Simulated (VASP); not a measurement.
```xyz
4
Lattice="1.7192 -2.9777 0.0000 1.7192 2.9777 0.0000 0.0000 0.0000 5.5466" Properties=species:S:1:pos:R:3 pbc="T T T"
In     1.7192    -0.9926     2.7729
In     1.7192     0.9926     5.5462
N      1.7192    -0.9926     4.8759
N      1.7192     0.9926     2.1026
```

The numbers are results of LDA (Ceperley-Alder, Perdew-Zunger), VASP's LDA PAW potentials (set 64) (plane waves; VASP), not measurements. Run with 520 eV cut-off, 10×10×6 Γ-centred mesh, first-order Methfessel-Paxton smearing of 0.10 eV, potentials In_d N.

### Question
Predict the energy per atom (σ→0), pressure.

### Answer

```
Quantity                        Value
---------------------  --------------
energy per atom (σ→0)  -6.157 eV/atom
pressure                    10.23 GPa
```

The compound is InN in the wurtzite structure. This cell is one point of a volume scan, at 0.94 of the reference volume.
